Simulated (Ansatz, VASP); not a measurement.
## One calculation of WC (Qusongite), two programs

```
W C
1.0
     2.90650    0.00000    0.00000
    -1.45325    2.51710    0.00000
     0.00000    0.00000    2.83660
W C
1 1
Direct
  0.00000 0.00000 0.00000
  0.66667 0.33333 0.50000
```

Alike in both runs: functional PBE; k mesh 10 × 10 × 9; occupations fermi-dirac, width 0.05 eV; no spin polarisation.

```csv
,VASP,Ansatz
version,VASP 6.6.1,Ansatz 0.2.0
potentials or method,"VASP PAW PBE potentials, release 64 (W_sv, C)",Ansatz PAW
plane-wave cutoff (eV),520,420
valence electrons in the cell,18,18
task,single point,band structure
```

```csv
,VASP,Ansatz,Ansatz less VASP
gap on the k mesh at the Fermi level (eV),none,none,-
pressure (GPa),6.7,5.6,-1.13
largest component of the traceless stress (GPa),0.37,0.56,+0.189
```

A gap of «none» marks a metal or a gap that the smearing closes. With one functional, cell and mesh, what is left measures potentials, basis and numerics.

Caveats: the pressure holds a Pulay correction of +0.3 GPa for the finite cutoff (Ansatz); spin-orbit coupling is left out, which moves the levels of the heavy elements (Ansatz). The runs have no spin-orbit coupling, so splittings on W are missing.
